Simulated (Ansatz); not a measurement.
# Sodium, simple cubic: r²SCAN0 at the r²SCAN geometry

Aim: see what exact exchange does to the levels, and what it costs. Spin polarisation is left out. The geometry was relaxed under r²SCAN beforehand and is kept. Exact exchange is dear, so the k-mesh is coarse, and r²SCAN is run on the same mesh for comparison.

Program: Ansatz 0.2.0. Level of theory: DFT, plane waves (500 eV) with PBE-made PAW files, scalar-relativistic; functionals as named at each step. These are calculated values, not measurements.

**1. Starting point**

The structure is cubic, space group Pm-3m (No. 221). Conventional cell: a = 3.418 Å, b = 3.418 Å, c = 3.418 Å, α = 90.00°, β = 90.00°, γ = 90.00°. Around Na (site symmetry m-3m) lie 6 Na at 3.42 Å.

Coordinates:

```cif
data_structure
_symmetry_space_group_name_H-M 'P 1'
_symmetry_Int_Tables_number 1
_cell_length_a 3.4182
_cell_length_b 3.4182
_cell_length_c 3.4182
_cell_angle_alpha 90.000
_cell_angle_beta 90.000
_cell_angle_gamma 90.000
_cell_volume 39.94
loop_
_atom_site_label
_atom_site_type_symbol
_atom_site_fract_x
_atom_site_fract_y
_atom_site_fract_z
_atom_site_occupancy
Na1 Na 0.00000 0.00000 0.00000 1
```

**2. r²SCAN, coarse mesh**

The run with r²SCAN.

input.yaml reads:

```yaml
crystal:
  lattice:
    - [3.4181960653, 0.0, 0.0]
    - [0.0, 3.4181960653, 0.0]
    - [0.0, 0.0, 3.4181960653]
  atoms:
    - { symbol: Na, position: [0.0, 0.0, 0.0] }
hamiltonian:
  xc: r2scan
  pseudopotentials:
    kind: paw
    azcp:
      Na: "pseudopotentials/Na.paw.azcp"
basis:
  ecutwfc: 500
  fft_grid_basis: typed
kpoints:
  mp_grid: { grid: [5, 5, 5], shift: [0, 0, 0] }
magnetization:
  spin_polarized: false
scf:
  occupations: { method: fermi_dirac, width: 0.1 }
output:
  write_density: true
  write_potential: true
  elf: true
  volumetric_format: npy
```

Command:

```bash
> ansatz run input.yaml --threads 4 --pin off --max-ram 8192MiB --backend cpu --events-out ev --progress --plain --runs-dir out
```

The program printed (excerpt; [...] marks lines left out):

```text
Warning: RAYON_NUM_THREADS=4 ignored (pool sized by the plan → 4); use --threads N
[...]
Pseudopotentials: kind: paw
Pseudopotential: Na, paw, valence charge 9, recommended cutoff 500 eV (meta_gga), <dir>
Functional definition: r2SCAN
[...]
Crystal: 1 atoms, lattice volume = 39.938 Å³
Basis set: ecut = 500 eV, 1021 PW (Γ), exchange–correlation on 100×100×100 points (64 copies of the dense FFT grid, shifted against one another)
Bands: 9, of which v1, the nominal top of the filled ones, is band 5 counted from 1 (4 counted from 0)
Symmetry: 48 space group operations
Space group: Pm-3m (ITA 221), of the structure as read, at distance tolerance 3.4e-5 Å
k-points: 10 of 125
[...]
SCF iter   1: F=—  HF=-1488.481607 eV  |F-HF|=—  |Δ(HF+E_count)|=         —  Δρ=6.90e-3  dr2=9.27e-3  dr2_τ=1.17e-4  ethr=1.77e-3  ⟨swp⟩=5.4  Hψ=587  notcnv=0
[...]
SCF iter   6: F=-1488.477192 eV  HF=-1488.477192 eV  |F-HF|=1.59e-11  |Δ(HF+E_count)|=   1.74e-9  Δρ=2.95e-7  dr2=9.68e-12  dr2_τ=2.85e-12  ethr=3.84e-11  ⟨swp⟩=1.5  Hψ=292  notcnv=0
[...]
SCF converged after 6 iterations
Free energy (F): -1488.477192 eV
[...]
E sigma→0 (E₀):  -1488.465200 eV
Entropy (-TS):   -0.023984 eV (-23.984 meV/atom)
Fermi energy:    1.341519 eV
[...]
--- Band table (eV; the first three rows and the last of 10) ---
  k-point 0: bands = ["-54.3065", "-24.6952", "-24.6952", "-24.6952", "-1.8784", "10.2545", "10.2545", "11.8081", "11.8081"]
[...]
```

It took 0.47 s on 4 threads of Arm Neoverse V2, shared host; peak memory 0.29 GiB.

Density in a lattice plane of the grid's cell (edges 3.42 and 3.42 Å, at 0.000 of the third edge), which holds Na.

Ten even steps from '0' (0.03 e/Å³) to '9' (20.75 e/Å³):
```
875310000000000000001357
543100000000000000000134
211000000000000000000011
000000000000000000000000
000000000000000000000000
000000000000000000000000
000000000000000000000000
000000000000000000000000
000000000000000000000000
000000000000000000000000
000000000000000000000000
000000000000000000000000
000000000000000000000000
000000000000000000000000
000000000000000000000000
000000000000000000000000
211000000000000000000011
543100000000000000000134
875310000000000000001357
986310000000000000001368
```
Columns run along the first of these edges and rows up along the second, over one cell in 24 and 20 even steps from the bottom left corner. Atoms in the plane (fractional): Na at (0.00, 0.00).

ELF in the same plane.

Values, 12 rows by 12 columns:
```
0.40 0.53 0.59 0.20 0.02 0.12 0.33 0.12 0.02 0.20 0.59 0.53
0.63 0.59 0.36 0.06 0.03 0.19 0.41 0.19 0.03 0.06 0.36 0.59
0.27 0.20 0.06 0.03 0.09 0.33 0.48 0.33 0.09 0.03 0.06 0.20
0.02 0.02 0.03 0.09 0.28 0.48 0.53 0.48 0.28 0.09 0.03 0.02
0.10 0.12 0.19 0.33 0.48 0.53 0.55 0.53 0.48 0.33 0.19 0.12
0.30 0.33 0.41 0.48 0.53 0.55 0.56 0.55 0.53 0.48 0.41 0.33
0.10 0.12 0.19 0.33 0.48 0.53 0.55 0.53 0.48 0.33 0.19 0.12
0.02 0.02 0.03 0.09 0.28 0.48 0.53 0.48 0.28 0.09 0.03 0.02
0.27 0.20 0.06 0.03 0.09 0.33 0.48 0.33 0.09 0.03 0.06 0.20
0.63 0.59 0.36 0.06 0.03 0.19 0.41 0.19 0.03 0.06 0.36 0.59
0.40 0.53 0.59 0.20 0.02 0.12 0.33 0.12 0.02 0.20 0.59 0.53
0.14 0.40 0.63 0.27 0.02 0.10 0.30 0.10 0.02 0.27 0.63 0.40
```
Columns run along the first of these edges and rows up along the second, over one cell in 12 and 12 even steps from the bottom left corner. Atoms in the plane (fractional): Na at (0.00, 0.00).

Both are smooth fields of the valence electrons: close to the nuclei they are not physical.

Outside the cores ELF peaks at 0.56 between the atoms, 2.4 Å from Na.

**3. r²SCAN0, coarse mesh**

The run with r²SCAN0.

Changes to input.yaml since step 2:

```diff
@@ -8,3 +8,3 @@
 hamiltonian:
-  xc: r2scan
+  xc: r2scan0
   pseudopotentials:
@@ -22,6 +22 @@
   occupations: { method: fermi_dirac, width: 0.1 }
-output:
-  write_density: true
-  write_potential: true
-  elf: true
-  volumetric_format: npy
```

Command:

```bash
> ansatz run input.yaml --threads 4 --pin off --max-ram 8192MiB --backend cpu --events-out ev --progress --plain --runs-dir out
```

The program printed (excerpt; [...] marks lines left out):

```text
Warning: RAYON_NUM_THREADS=4 ignored (pool sized by the plan → 4); use --threads N
[...]
[... 2 set-up lines as earlier in the session ...]
Functional definition: r2SCAN0
[...]
Crystal: 1 atoms, lattice volume = 39.938 Å³
Basis set: ecut = 500 eV, 1021 PW (Γ), exchange–correlation on 100×100×100 points (64 copies of the dense FFT grid, shifted against one another)
Bands: 9, of which v1, the nominal top of the filled ones, is band 5 counted from 1 (4 counted from 0)
[... 2 set-up lines as earlier in the session ...]
k-points: 10 of 125
[...]
SCF iter   1: F=—  HF=-1488.481004 eV  |F-HF|=—  |Δ(HF+E_count)|=         —  Δρ=6.81e-3  dr2=9.02e-3  dr2_τ=1.07e-4  ethr=1.77e-3  ⟨swp⟩=10.0  Hψ=482  notcnv=0
[...]
Frozen-core exchange: fock
[...]
hybrid outer 2: dexx = +5.385e-8 eV, tail = 7.47e-8 eV, Δε = 1.24e-3 eV (about 2.80e-4 eV left of the loop's levels)
hybrid SCF converged: 2 outer / 6 inner (+6 warm-up), last move |dexx| = 5.39e-8 eV, tail = 7.47e-8 eV
Stability not checked: this state was not tested for a lower state beside it, because the functional holds exact exchange (a hybrid, or Hartree-Fock), whose exchange loop this test does not read (fock_operator; see scf.lower_state_search)
Free energy (F): -1488.194669 eV
Frozen-core exchange: fock
[...]
E sigma→0 (E₀):  -1488.184284 eV
Entropy (-TS):   -0.020770 eV (-20.770 meV/atom)
Fermi energy:    1.439526 eV
[...]
--- Band table (eV; the first three rows and the last of 10) ---
  k-point 0: bands = ["-58.6370", "-27.7763", "-27.7763", "-27.7763", "-2.7679", "10.8339", "10.8339"]
[...]
  guard bands above this table: 2 of the run's 9 bands. The solve was not asked for them (output.publish_guard_bands: true or output.eigenvalues: true publishes all)
```

Wall time 2.5 s (4 threads of Arm Neoverse V2, shared host); peak memory 0.68 GiB.

**4. Side by side**

| functional | gap on the mesh | Fermi energy (eV) | SCF cycles | exchange loops | CPU time |
| --- | --- | --- | --- | --- | --- |
| r²SCAN | none (levels filled in part) | 1.342 | 6 | - | 1.3 s |
| r²SCAN0 | none (levels filled in part) | 1.440 | 12 | 2 | 7.4 s |

**5. Summary of results**

| quantity | value |
| --- | --- |
| r²SCAN: gap | none (levels filled in part) |
| r²SCAN0: gap | none (levels filled in part) |
| r²SCAN0: SCF cycles, exchange loops | 12, 2 |
| r²SCAN0: CPU time over that of r²SCAN | 5.9 |
| r²SCAN0: relative to bcc | +112 meV/atom |

What this shows: Both r²SCAN and r²SCAN0 leave levels filled in part. The hybrid took 5.9 times as much CPU time as r²SCAN on the same settings. The exchange operator of r²SCAN0 was renewed in 2 outer loops. To compare with dense-mesh energies, the change of r²SCAN from this mesh and smearing to its dense run (-23.4 meV/atom, from a run not shown) is added. Under r²SCAN0 it lies 112 meV/atom above bcc (computed apart in the same way); on such meshes a few tens of meV are uncertain for metals. Absolute energies differ from functional to functional, by eV per atom at times, and say nothing by themselves.
